Suppose you need the stiffness of tungsten for a design calculation and have to take it from a density-functional run. You must choose a functional, and also the volume at which the stiffness is evaluated. The second choice is easily overlooked, yet here it decides whether LDA or BLYP gives the stiffer metal.

All-electron LAPW density-functional calculations with FLEUR MaX-R8.1 (later development tree) for bcc tungsten, without spin polarisation, spin-orbit coupling or dispersion correction. They use a 12 × 12 × 12 k-point mesh and Fermi-Dirac smearing of 0.05 eV. Each row comes from a fit to energies at five or seven volumes from 14.90 to 16.80 Å³/atom.

| functional | equilibrium volume (Å³/atom) | bulk modulus (GPa) | bulk modulus slope |
| --- | --- | --- | --- |
| LDA | 15.389 | 326.2 | 3.980 |
| PBE | 16.155 | 299.8 | 3.740 |
| PBEsol | 15.701 | 315.5 | 3.740 |
| RPBE | 16.358 | 291.1 | 3.760 |
| BLYP | 16.690 | 270.4 | 4.150 |
| r2SCAN | 15.925 | 315.9 | 3.720 |
| AM05 | 15.619 | 318.1 | 3.820 |
| SCAN | 15.609 | 323.1 | 4.110 |

The bulk modulus is the pressure needed per fractional loss of volume. From LDA to BLYP the equilibrium volume grows by 8% and the bulk modulus falls by 17%, and the other functionals roughly follow this pattern. The tempting explanation is that BLYP binds the atoms more weakly, so that the bonds are both longer and softer.

That idea can be tested by comparing the functionals at one volume. The curvature of the energy there, multiplied by the volume, measures the stiffness without letting each functional choose its own cell. At 15.85 Å³ per atom LDA gives 292 GPa and BLYP 340 GPa, a difference well beyond the rounding of the energies. BLYP is therefore the stiffer of the two at equal volume, so its low modulus can't come from bonds that are softer at the same length. Whether it binds the atoms more weakly is a separate question, which would need the energy of a free atom.

A better explanation starts from the stretching itself. Metals normally soften when they expand, because both the repulsion and the bonding between atoms fade with distance. In the simplest version, every functional would share LDA's stiffness curve and merely come to rest at a different point on it. The comparison at equal volume already speaks against a shared curve, but following LDA's curve shows how much stretching alone would do. The bulk modulus slope, B′, tells how many GPa the modulus gains per GPa of pressure. If B′ is taken as constant, the modulus varies with volume as V to the power −B′.

For BLYP the LDA volume divided by the BLYP volume is 0.922. Raised to the LDA slope of 3.98, this gives 0.724, so the predicted modulus is 0.724 × 326 = 236 GPa. The calculation gives 270 GPa. Stretching explains why the modulus falls, but it makes the fall too large, and it does so for each of the seven functionals compared with LDA.

What is missing is the way in which a functional enlarges the cell. Relative to LDA, each of the others adds an outward push, which is the rate at which its energy difference from LDA drops as the cell grows. For BLYP this push is about 26 GPa in the smaller half of the volume range and 23 GPa in the larger half. A push that weakens on expansion acts as an extra spring: squeeze the metal and it pushes back harder. This is the same fact as the higher stiffness at equal volume, seen from another side, and not a second proof.

Theory offers a reason for the push. Gradient corrections to exchange lower the energy where the electron density varies strongly compared with its own size. Expansion thins the density between the atoms and makes it more uneven, so these functionals favour a larger cell. As the overlap between neighbouring atoms dies away, each further step outward should gain less. The push grows from PBEsol through PBE to RPBE, in step with how strongly their exchange parts respond to gradients, though total energies can't show where in the crystal the gain arises. BLYP also has a correlation part that differs from LDA's even in a uniform density, so its push needn't come from exchange alone.

The extra stiffness can be estimated simply. If the push varies as V to the power −n, it adds n times its own value to the modulus. At the new equilibrium it must balance the inward pull of the LDA energy curve, which for BLYP is (326/3.98) × (1 − 0.724), or about 23 GPa. One value of n, fitted to the seven functionals other than LDA, comes out near 1.9. The addition is then about 44 GPa and the estimate 280 GPa, some 10 GPa above the computed modulus of a row that was itself in the fit.

Over the seven functionals the typical miss drops from 26 to 6 GPa, as the output below shows. BLYP is among the poorer cases, and its computed modulus is also less secure, since only one calculated volume lies beyond its minimum. The worst case is r2SCAN, which the model makes 11 GPa too soft. Its cell is also 2% larger than that of SCAN, although the two were designed to behave alike. These results don't reveal why. The run records list a cutoff for non-spherical terms for r2SCAN but not for SCAN, and they don't say whether each was run with its own self-consistent potential.

The same reasoning carries over to a softer metal such as gold. A given push expands a soft lattice by a larger fraction, so stretching has more room to lower the modulus. If the push is of similar size in both metals and fades at a similar rate, going from LDA to PBE is expected to cost gold a larger share of its stiffness than the 8% it costs tungsten. Gold isn't part of the table, so this remains a prediction.

For the design calculation, volume and stiffness should come from the same functional. Putting LDA's stiffness curve at BLYP's volume gives 236 GPa, lower than any modulus in the table. If the cell is instead held at a prescribed size, the ranking from the equilibrium volumes no longer applies. Which functional comes closest to real tungsten remains open here, because the table holds no measured modulus and the calculations leave out spin-orbit coupling and temperature.

The analysis program printed:

```
fit of extra on 7 rows (pull > 1): coefficient of pull 1.944 +/- 0.19; rms 6.18, worst r2SCAN -11, leave-one-out rms 8.32
  rows outside the fit (model, value, miss): LDA 0, 0, 0
Equal-volume stiffness and outward push relative to LDA:
     row  stiffness at 15.85 A^3 (GPa)  push in smaller half (GPa)  push in larger half (GPa)
     LDA                         292.1                           0                          0
     PBE                         325.8                       16.01                      13.99
  PBEsol                         308.9                       6.571                       5.56
    RPBE                         328.6                       19.88                      17.69
    BLYP                         339.8                       26.12                      23.25
  r2SCAN                           323                       11.46                      9.604
    AM05                         306.1                       4.886                      4.044
    SCAN                         306.1                       4.718                      3.875
Modulus at each own minimum:
     row  LDA curve alone (GPa)  with fading push (GPa)  computed (GPa)
     LDA                  326.2                   326.2           326.2
     PBE                  268.9                   296.9           299.8
  PBEsol                  301.2                   313.4           315.5
    RPBE                  255.8                   290.2           291.1
    BLYP                  236.2                   280.1           270.4
  r2SCAN                  284.6                   304.9           315.9
    AM05                  307.5                   316.6           318.1
    SCAN                  308.3                     317           323.1
BLYP volume relative to LDA (%): 8.454
BLYP modulus relative to LDA, each at its own minimum (%): -17.11
BLYP stiffness relative to LDA at equal volume (%): 16.35
Largest rounding error of an equal-volume stiffness (GPa): 5.617
Largest rounding error of a push (GPa): 0.337
Typical (rms) miss of the LDA curve alone, seven rows (GPa): 26.43
BLYP modulus from the LDA curve if the LDA slope were 0.2 lower (GPa): 240
Equal-volume stiffening per unit of push, all rows together: 2.312
r2SCAN volume relative to SCAN (%): 2.024
```
